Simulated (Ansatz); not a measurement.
# BN: equation of state with PBEsol

Crystal: BN.

```xyz
2
Lattice="0.0000 3.4953 2.1661 1.2516 0.0000 2.1661 1.2516 3.4953 0.0000" Properties=species:S:1:pos:R:3 pbc="T T T"
N     1.2516    3.4953    2.8881
B     1.2516    3.4953    0.0002
```

Measurements of this composition are mostly on another form, of space group No. 194.

```yaml
Program: Ansatz 0.2.0
Task: equation of state
Functional: PBEsol
Potentials_or_basis: all-electron LAPW, scalar-relativistic
Basis_error_allowed: 0.001 eV/atom
k_mesh: 13 × 13 × 13
Occupations: fermi-dirac, width 0.05 eV
Spin: no spin polarisation
```

- Equilibrium volume: 9.50 Å³/atom
- Bulk modulus at fixed shape and positions: 230 GPa
- Pressure derivative of the bulk modulus: 3.6

Energy against volume, from the lowest point:
```
volume (Å³/atom)  energy (meV/atom)
           8.908              29.05
           9.097              12.96
           9.287               3.47
           9.476               0.00
           9.666               2.02
           9.855               9.05
          10.045              20.67
```

All runs of the series together: 6.7 min on 1 thread of Intel(R) Xeon(R) Processor @ 2.70GHz, with other jobs on the host.

Caveat: the cell was scaled at fixed shape and fractional positions, which overstates the stiffness of a crystal with free parameters, most of all of layers and chains.
